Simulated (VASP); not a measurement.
# Cu3N (Pm-3m) in VASP: single point with PBEsol-based screened hybrid

Aim: the single point of Cu3N with PBEsol-based screened hybrid.

Everything below comes from runs of VASP 6.6.1. Logs are shortened: lines on timing, memory, paths and dates and some standing lists are left out, and cuts for length are marked.

### 1 Starting point

Symmetry: Pm-3m, No. 221, cubic system. The conventional cell has a = 3.807 Å, b = 3.807 Å, c = 3.807 Å, α = 90.00°, β = 90.00°, γ = 90.00°. Cu (site symmetry 4/mmm) is surrounded by 2 N at 1.90 Å. N (site symmetry m-3m) is surrounded by 6 Cu at 1.90 Å.

### 2 Single point, PBEsol-based screened hybrid

Input file POSCAR:

```
Cu3N
1.0
    3.8070000000      0.0000000000      0.0000000000
    0.0000000000      3.8070000000      0.0000000000
    0.0000000000      0.0000000000      3.8070000000
Cu N
3 1
Direct
    0.0000000000      0.0000000000      0.5000000000
    0.0000000000      0.5000000000      0.0000000000
    0.5000000000      0.0000000000      0.0000000000
    0.0000000000      0.0000000000      0.0000000000
```

Input file INCAR.step1:

```
SYSTEM = Cu3N
ALGO     = Normal         ! electronic algorithm
EDIFF    = 1E-5           ! SCF threshold, eV
ENCUT    = 520            ! plane-wave cutoff, eV
GGA      = PE             ! functional
ISIF     = 2              ! what is computed and relaxed
ISMEAR   = -1             ! smearing method
LASPH    = .TRUE.         ! aspherical terms in the spheres
LREAL    = .FALSE.        ! projectors in reciprocal space
LWAVE    = .TRUE.         ! write WAVECAR
NBANDS   = 27             ! bands
NELM     = 100            ! most SCF steps
PREC     = Accurate       ! precision mode
SIGMA    = 0.05           ! smearing width, eV
```

Input file INCAR.step2:

```
SYSTEM = Cu3N
AEXX     = 0.25           ! exact-exchange fraction
ALGO     = Normal         ! electronic algorithm
EDIFF    = 1E-6           ! SCF threshold, eV
ENCUT    = 520            ! plane-wave cutoff, eV
GGA      = PS             ! functional
HFSCREEN = 0.207          ! screening, 1/A
ISIF     = 2              ! what is computed and relaxed
ISMEAR   = -1             ! smearing method
ISTART   = 1            
LASPH    = .TRUE.         ! aspherical terms in the spheres
LCHARG   = .TRUE.         ! write CHGCAR
LELF     = .TRUE.         ! ELF
LHFCALC  = .TRUE.         ! exact exchange
LREAL    = .FALSE.        ! projectors in reciprocal space
LVHAR    = .TRUE.       
LWAVE    = .FALSE.        ! write WAVECAR
NBANDS   = 27             ! bands
NELM     = 100            ! most SCF steps
PREC     = Accurate       ! precision mode
PRECFOCK = Normal       
SIGMA    = 0.05           ! smearing width, eV
```

Input file KPOINTS:

```
k-points
0
G
  4 4 4
  0 0 0
```

Potentials or basis: VASP PAW PBE potentials, release 64 (Cu, N).

Run with:

```console
$ cat potpaw_PBE.64/Cu/POTCAR potpaw_PBE.64/N/POTCAR > POTCAR
$ cp INCAR.step1 INCAR
$ mpirun -np 1 vasp_std > vasp.out
$ cp INCAR.step2 INCAR
$ mpirun -np 1 vasp_std > vasp.out
```

OUTCAR:

```text
SYSTEM = Cu3N
   AEXX = 0.25
   EDIFF = 1E-6
   ENCUT = 520
   GGA = PS
   HFSCREEN = 0.207
   ISIF = 2
   ISMEAR = -1
   ISTART = 1
   LASPH = .TRUE.
   LHFCALC = .TRUE.
   LREAL = .FALSE.
   NELM = 100
   PREC = Accurate
   PRECFOCK = Normal

 ion  position               nearest neighbor table
   1  0.000  0.000  0.500-   4 1.90   4 1.90   2 2.69   2 2.69   3 2.69   3 2.69   2 2.69   2 2.69
                             3 2.69   3 2.69
   2  0.000  0.500  0.000-   4 1.90   4 1.90   1 2.69   1 2.69   1 2.69   3 2.69   3 2.69   1 2.69
                             3 2.69   3 2.69
   3  0.500  0.000  0.000-   4 1.90   4 1.90   1 2.69   1 2.69   2 2.69   1 2.69   2 2.69   2 2.69
                             1 2.69   2 2.69
   4  0.000  0.000  0.000-   1 1.90   2 1.90   3 1.90   1 1.90   2 1.90   3 1.90

  LATTYP: Found a simple cubic cell.
 ALAT       =     3.8070000000

  Lattice vectors:

 A1 = (   3.8070000000,   0.0000000000,   0.0000000000)
 A2 = (   0.0000000000,   3.8070000000,   0.0000000000)
 A3 = (   0.0000000000,   0.0000000000,   3.8070000000)

Analysis of symmetry for initial positions (statically):
=====================================================================
 Subroutine PRICEL returns:
 Original cell was already a primitive cell.

 Routine SETGRP: Setting up the symmetry group for a
 simple cubic supercell.

 Subroutine GETGRP returns: Found 48 space group operations
 (whereof 48 operations were pure point group operations)
 out of a pool of 48 trial point group operations.

The static configuration has the point symmetry O_h .

Analysis of symmetry for dynamics (positions and initial velocities):
=====================================================================
 Subroutine PRICEL returns:
 Original cell was already a primitive cell.

 Routine SETGRP: Setting up the symmetry group for a
 simple cubic supercell.

 Subroutine GETGRP returns: Found 48 space group operations
 (whereof 48 operations were pure point group operations)
 out of a pool of 48 trial point group operations.

The dynamic configuration has the point symmetry O_h .

 Subroutine INISYM returns: Found 48 space group operations
 (whereof 48 operations are pure point group operations),
 and found     1 'primitive' translations

----------------------------------------------------------------------------------------

                                     Primitive cell

  volume of cell :      55.1758

  direct lattice vectors                    reciprocal lattice vectors
     3.807000000  0.000000000  0.000000000     0.262674022  0.000000000  0.000000000
     0.000000000  3.807000000  0.000000000     0.000000000  0.262674022  0.000000000
     0.000000000  0.000000000  3.807000000     0.000000000  0.000000000  0.262674022

  length of vectors
     3.807000000  3.807000000  3.807000000     0.262674022  0.262674022  0.262674022

  position of ions in fractional coordinates (direct lattice)
     0.000000000  0.000000000  0.500000000
     0.000000000  0.500000000  0.000000000
     0.500000000  0.000000000  0.000000000
     0.000000000  0.000000000  0.000000000

  ion indices of the primitive-cell ions
   primitive index   ion index
                 1           1
                 2           2
                 3           3
                 4           4

----------------------------------------------------------------------------------------

 KPOINTS: k-points

Automatic generation of k-mesh.
 Grid dimensions read from file:
 generate k-points for:    4    4    4

 Generating k-lattice:

  Cartesian coordinates                     Fractional coordinates (reciprocal lattice)
     0.065668505  0.000000000  0.000000000     0.250000000  0.000000000  0.000000000
     0.000000000  0.065668505  0.000000000     0.000000000  0.250000000  0.000000000
     0.000000000  0.000000000  0.065668505     0.000000000  0.000000000  0.250000000

  Length of vectors
     0.065668505  0.065668505  0.065668505

  Shift w.r.t. Gamma in fractional coordinates (k-lattice)
     0.000000000  0.000000000  0.000000000

 Subroutine IBZKPT returns following result:
 ===========================================

 Found     10 irreducible k-points:

 Following reciprocal coordinates:
            Coordinates               Weight
  0.000000  0.000000  0.000000      1.000000
  0.250000  0.000000  0.000000      6.000000
  0.500000  0.000000  0.000000      3.000000
  0.250000  0.250000  0.000000     12.000000
  0.500000  0.250000  0.000000     12.000000
  0.500000  0.500000  0.000000      3.000000
  0.250000  0.250000  0.250000      8.000000
  0.500000  0.250000  0.250000     12.000000
  0.500000  0.500000  0.250000      6.000000
  0.500000  0.500000  0.500000      1.000000
   k-points           NKPTS =     10   k-points in BZ     NKDIM =     64   number of bands    NBANDS=     27
   number of dos      NEDOS =    301   number of ions     NIONS =      4
   total plane-waves  NPLWV =  21952
   dimension x,y,z NGX =    28 NGY =   28 NGZ =   28
   dimension x,y,z NGXF=    56 NGYF=   56 NGZF=   56
   ions per type =               3   1
   NGX,Y,Z   is equivalent  to a cutoff of  12.23, 12.23, 12.23 a.u.
   NGXF,Y,Z  is equivalent  to a cutoff of  24.45, 24.45, 24.45 a.u.
 SYSTEM =  Cu3N
   PREC   = accura    normal or accurate (medium, high low for compatibility)
   ISTART =      1    job   : 0-new  1-cont  2-samecut
   ICHARG =      0    charge: 1-file 2-atom 10-const
   ISPIN  =      1    spin polarized calculation?
   LNONCOLLINEAR =      F non collinear calculations
   LSORBIT =      F    spin-orbit coupling
   LASPH  =      T    aspherical Exc in radial PAW
   ENCUT  =  520.0 eV  38.22 Ry    6.18 a.u.   7.08  7.08  7.08*2*pi/ulx,y,z
   NELM   =    100;   NELMIN=  2; NELMDL=  0     # of ELM steps
   EDIFF  = 0.1E-05   stopping-criterion for ELM
   LREAL  =      F    real-space projection
   EDIFFG = 0.1E-04   stopping-criterion for IOM
   NSW    =      0    number of steps for IOM
   IBRION =     -1    ionic relax: 0-MD 1-quasi-New 2-CG
   NFREE  =      0    steps in history (QN), initial steepest desc. (CG)
   ISIF   =      2    stress and relaxation
   ISYM   =      3    0-nonsym 1-usesym 2-fastsym
   POTIM  = 0.5000    time-step for ionic-motion
   TEBEG  =    0.0;   TEEND  =   0.0 temperature during run
   PSTRESS=    0.0 pullay stress
   NELECT =      38.0000    total number of electrons
   NUPDOWN=      -1.0000    fix difference up-down
   EMIN   =  10.00;   EMAX   =-10.00  energy-range for DOS
   EFERMI =   0.00;   METHOD = LEGACY
   ISMEAR =    -1;   SIGMA  =   0.05  broadening in eV -4-tet -1-fermi 0-gaus
   EFERMI_NEDOS =   21; number of points for ismear=-14 and -15
   IALGO  =     38    algorithm
   IMIX   =      1    mixing-type and parameters
     AMIX     =   0.40;   BMIX     =  1.00
     AMIX_MAG =   1.60;   BMIX_MAG =  1.00
  volume/ion in A,a.u.               =      13.79        93.09
  Fermi-wavevector in a.u.,A,eV,Ry     =   1.445728  2.732029 28.437924  2.090128
  Thomas-Fermi vector in A             =   2.563877
   LORBIT       =      0    0 simple, 1 ext, 2 COOP (PROOUT), +10 PAW based schemes
   GGA     = PS    functional components
   LHFCALC =     T    Hartree Fock is set to
   PRECFOCK=normal    Normal, Fast or Accurate (Low or Medium for compatibility)
   ENCUT4O =  -1.0   cutoff for four orbital integrals eV
   NKREDX  =     1    reduce k-point grid by
   NKREDY  =     1    reduce k-point grid by
   NKREDZ  =     1    reduce k-point grid by
   AEXX    =    0.2500 exact exchange contribution
   HFSCREEN=    0.2070 screening length (either q_TF or 0.3 A-1)
   HFSCREENC=   0.2070 screening length for correlation (either q_TF or 0.3 A-1)
   ENCUTFOCK=  -1.0 apply spherical cutoff to Coloumb kernel
   IVDW    =     0    specifies the selected vdW correction
   LEPSILON=     F    determine dielectric tensor
   LRPA    =     F    only Hartree local field effects (RPA)
 non-spin polarized calculation
  energy-cutoff  :      520.00
  volume of cell :       55.18
 maximum number of plane-waves:      1503
  NGX = 24; NGY = 24; NGZ = 24

 number of electron      37.9999908 magnetization

 Free energy of the ion-electron system (eV)
  ---------------------------------------------------
  ext. energy  EPLUGINS =         0.00000000
  ---------------------------------------------------
  free energy    TOTEN  =       -21.89883020 eV

  energy without entropy =      -21.89882106  energy(sigma->0) =      -21.89882563

 E-fermi :   4.4818     XC(G=0):  -8.9941

 val. band max:        4.0185428518   @ k =   0.5000   0.5000   0.5000
 cond. band min:       4.9450658843   @ k =   0.5000   0.5000   0.0000
 fundamental gap:      0.9265230325
 Fermi energy:         4.4818185712

 k-point     1 :       0.0000    0.0000    0.0000
  band No.  band energies     occupation
      1     -14.0834      2.00000
      2      -1.6408      2.00000
      3      -0.8050      2.00000
      4      -0.8050      2.00000
      5      -0.8050      2.00000
      6      -0.7972      2.00000
[... 19 lines left out ...]
     26      18.1382      0.00000
     27      18.1382      0.00000

 k-point     2 :       0.2500    0.0000    0.0000
  band No.  band energies     occupation
      1     -13.8645      2.00000
      2      -2.6212      2.00000
      3      -1.5899      2.00000
      4      -1.5899      2.00000
      5      -1.0594      2.00000
      6      -0.7475      2.00000
[... 19 lines left out ...]
     26      15.5400      0.00000
     27      16.2138      0.00000

 k-point     3 :       0.5000    0.0000    0.0000
  band No.  band energies     occupation
      1     -13.6227      2.00000
      2      -3.7651      2.00000
      3      -1.9204      2.00000
      4      -1.9204      2.00000
      5      -0.6849      2.00000
      6      -0.4963      2.00000
[... 174 lines left out ...]
      1     -12.9144      2.00000
      2      -4.1557      2.00000
      3      -4.1557      2.00000
      4      -3.4238      2.00000
      5      -0.3109      2.00000
      6       0.1024      2.00000
[... 19 lines left out ...]
     26      14.0256      0.00000
     27      18.6463      0.00000

 k-point    10 :       0.5000    0.5000    0.5000
  band No.  band energies     occupation
      1     -12.6518      2.00000
      2      -4.2837      2.00000
      3      -4.2837      2.00000
      4      -4.2837      2.00000
      5      -0.5116      2.00000
      6       0.1256      2.00000
[... 19 lines left out ...]
     26      14.2128      0.00000
     27      16.6350      0.00000

------------------------ aborting loop because EDIFF is reached ----------------------------------------

  FORCE on cell =-STRESS in cart. coord.  units (eV):
  Direction    XX          YY          ZZ          XY          YZ          ZX
  --------------------------------------------------------------------------------------
  -------------------------------------------------------------------------------------
  Total       -0.8031371     -0.8031371     -0.8031371      0.0000000     -0.0000000      0.0000000
  in kB      -23.3212408    -23.3212408    -23.3212408      0.0000000     -0.0000000      0.0000000
  external PRESSURE =     -23.3212408 kB  Pullay stress =       0.0000000 kB

 VOLUME and BASIS-vectors are now :
 -----------------------------------------------------------------------------
  energy-cutoff  :      520.00
  volume of cell :       55.18
      direct lattice vectors                 reciprocal lattice vectors
     3.807000000  0.000000000  0.000000000     0.262674022  0.000000000  0.000000000
     0.000000000  3.807000000  0.000000000     0.000000000  0.262674022  0.000000000
     0.000000000  0.000000000  3.807000000     0.000000000  0.000000000  0.262674022

 POSITION                                       TOTAL-FORCE (eV/Angst)
 -----------------------------------------------------------------------------------
      0.00000      0.00000      1.90350         0.000000      0.000000      0.000000
      0.00000      1.90350      0.00000         0.000000      0.000000      0.000000
      1.90350      0.00000      0.00000         0.000000      0.000000      0.000000
      0.00000      0.00000      0.00000         0.000000      0.000000      0.000000
 -----------------------------------------------------------------------------------
    total drift:                               -0.000001     -0.000002     -0.000002

  FREE ENERGIE OF THE ION-ELECTRON SYSTEM (eV)
  ---------------------------------------------------
  free  energy   TOTEN  =       -21.8988301968 eV

  energy  without entropy=      -21.8988210626  energy(sigma->0) =      -21.89882563
```

Wall time 37 min (1 thread of Intel Xeon Platinum 8488C (Sapphire Rapids), shared host); peak memory 0.27 GiB.

Results:

- Free energy: -21.8988 eV
- Pressure: -2.3 GPa
- Band gap on the k mesh: 0.93 eV, indirect (least direct gap 1.64 eV)

Levels at points of the mesh, in eV from the valence-band top:
| k point | band 15 | band 16 | band 17 | band 18 | band 19 | band 20 | band 21 | band 22 | band 23 | band 24 |
| --- | --- | --- | --- | --- | --- | --- | --- | --- | --- | --- |
| (0.00, 0.00, 0.00) | -2.79 | -2.67 | -2.67 | -2.67 | -2.57 | 2.33 | 6.89 | 6.89 | 8.12 | 8.12 |
| (0.50, 0.00, 0.00) | -3.01 | -2.77 | -2.67 | -1.83 | -1.83 | 3.07 | 4.64 | 8.61 | 8.61 | 8.67 |
| (0.50, 0.50, 0.00) | -3.00 | -2.65 | -1.40 | -1.40 | -0.92 | 0.93 | 5.31 | 6.42 | 6.42 | 9.74 |
| (0.50, 0.50, 0.50) | -2.67 | -2.67 | 0.00 | 0.00 | 0.00 | 1.79 | 1.79 | 1.79 | 7.10 | 10.19 |

Caveat: the PAW data sets were made with another functional, which shifts forces and pressure a little.
